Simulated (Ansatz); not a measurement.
## Li2S and the effect of the functional

The structure is cubic, space group Fm-3m (No. 225). Conventional cell: a = 5.689 Å, b = 5.689 Å, c = 5.689 Å, α = 90.00°, β = 90.00°, γ = 90.00°. S (site symmetry m-3m) has 8 Li at 2.46 Å as nearest neighbours. Around Li (site symmetry -43m) lie 4 S at 2.46 Å.

Kept alike: task projected density of states; k mesh 5 × 5 × 5; occupations fermi-dirac, width 0.05 eV; no spin polarisation. Program: Ansatz, Ansatz PAW, cutoff 420 eV. The mesh is that of the run's cell of 3 atoms. No spin-orbit coupling.

| functional | pressure (GPa) |
| --- | --- |
| BLYP | 1.59 |
| PBE | 0.37 |
| RPBE | 2.06 |
| revPBE | 1.87 |

Pressure is positive in compression, with a Pulay correction for the finite cutoff. All rows use potentials made for PBE.

Q: What does the functional change here?

A: The pressure runs from 0.37 (PBE) to 2.06 GPa (RPBE). From PBE: BLYP +1.22; RPBE +1.69; revPBE +1.50.
